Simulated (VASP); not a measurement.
**Al2O3: relaxation of cell and atoms with r2SCAN+rVV10**

The system is Al2O3.

```
Al O
1.0
     2.38025    1.37424    4.33187
    -2.38025    1.37424    4.33187
     0.00000   -2.74848    4.33187
Al O
4 6
Direct
  0.35216 0.35216 0.35216
  0.14784 0.14784 0.14784
  0.64784 0.64784 0.64784
  0.85216 0.85216 0.85216
  0.55668 0.94332 0.25000
  0.25000 0.55668 0.94332
  0.94332 0.25000 0.55668
  0.44332 0.05668 0.75000
  0.75000 0.44332 0.05668
  0.05668 0.75000 0.44332
```

```json
{
  "Program": "VASP 6.6.1",
  "Task": "relaxation of cell and atoms",
  "Functional": "r2SCAN",
  "Dispersion": "rVV10",
  "Potentials or basis": "VASP PAW PBE potentials, release 64 (Al, O)",
  "Cutoff": "600 eV",
  "k mesh": "9 × 9 × 7",
  "Occupations": "gaussian, width 0.03 eV",
  "Spin": "no spin polarisation",
  "Further INCAR settings": "ALGO = Normal; EDIFF = 1e-06; IBRION = 2; EDIFFG = -0.01; NSW = 90; ISIF = 3"
}
```

| Quantity | Value |
| --- | --- |
| Relaxed volume | 8.43 Å³/atom |
| Relaxed cell | a = 5.115 Å, b = 5.115 Å, c = 5.115 Å, α = 55.32°, β = 55.32°, γ = 55.32° |
| Space group after relaxing (to 0.05 Å) | R-3c (No. 167) |
| Energy gained by relaxing | 0.6 meV/atom |
| Ionic steps | 5 |
| Pressure after relaxing | 0.0 GPa |
| Largest force after relaxing | 0.005 eV/Å |
| Band gap on the k mesh | 7.20 eV, direct |

Forces on the atoms (eV/Å):
```
Al   0.000  0.000  0.000
Al   0.000  0.000  0.000
Al   0.000  0.000  0.000
Al   0.000  0.000  0.000
O    0.005  0.000  0.000
O   -0.002  0.004  0.000
O   -0.002 -0.004  0.000
O   -0.005  0.000  0.000
O    0.002 -0.004  0.000
O    0.002  0.004  0.000
```

Stress tensor (GPa, compression positive):
```
-0.05  0.00  0.00
 0.00 -0.05  0.00
 0.00  0.00  0.08
```

The path:
```
step  energy change (eV)  largest force (eV/Å)  pressure (GPa)  volume (Å³)
   1              0.0000                0.0697           -2.13        85.02
   2             -0.0012                0.0379            2.21        83.63
   3             -0.0056                0.0348            0.16        84.27
   4             -0.0056                0.0361            0.09        84.30
   5             -0.0058                0.0049           -0.01        84.32
```

Final structure:
```xyz
10
Lattice="2.3743 1.3708 4.3180 -2.3743 1.3708 4.3180 0.0000 -2.7416 4.3180" Properties=species:S:1:pos:R:3 pbc="T T T"
Al    0.0000    0.0000    4.5585
Al    0.0000    0.0000    1.9185
Al    0.0000    0.0000    8.3955
Al    0.0000    0.0000   11.0356
O    -0.9200    1.3708    7.5565
O    -0.7272   -1.4821    7.5565
O     1.6471    0.1113    7.5565
O     0.9200   -1.3708    5.3975
O     0.7272    1.4821    5.3975
O    -1.6471   -0.1113    5.3975
```

Levels at points of the mesh, in eV from the valence-band top:
| k point | band 22 | band 23 | band 24 | band 25 | band 26 | band 27 |
| --- | --- | --- | --- | --- | --- | --- |
| (0.00, 0.00, 0.00) | -0.06 | -0.06 | 0.00 | 7.20 | 10.12 | 12.03 |

Run time: 49 min on 1 × NVIDIA H100 80GB with 1 thread of AMD EPYC 7R13 Processor (Zen 3), with other jobs on the host, peak memory 1.6 GiB.

Caveat: the PAW data sets were made with another functional, which shifts forces and pressure a little; an odd mesh through Γ misses points on the zone boundary, where band edges often lie. r2SCAN opens gaps a little over a GGA but as a rule still falls short of measured ones.
